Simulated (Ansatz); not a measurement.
Take a crystal in which Cu has been replaced by Ni on all its sites, with the cell rescaled by a rough guess (in some cases also distorted within its space group) and nothing relaxed:

```cif
data_structure
_symmetry_space_group_name_H-M 'P 1'
_symmetry_Int_Tables_number 1
_cell_length_a 2.4350
_cell_length_b 2.4350
_cell_length_c 2.4350
_cell_angle_alpha 60.000
_cell_angle_beta 60.000
_cell_angle_gamma 60.000
_cell_volume 10.21
loop_
_atom_site_label
_atom_site_type_symbol
_atom_site_fract_x
_atom_site_fract_y
_atom_site_fract_z
_atom_site_occupancy
Ni1 Ni 0.00000 0.00000 0.00000 1
```

These are results of DFT PBEsol, scalar-relativistic, plane waves, PAW (Ansatz), not measurements.

Plane waves to 420 eV, a k mesh through Γ of 20×20×20 on the computed 1-atom cell and Gaussian smearing (0.10 eV); collinear spin from starting moments 0.8 μB.

(1) What pressure does the cell carry?

(2) Is it a metal on this mesh?

(3) What moments result?

Answers

(1) The pressure is 4.1 GPa (positive in compression), so the cell would expand.

(2) Yes, a band crosses the Fermi level.

(3) Ni1 0.66 μB.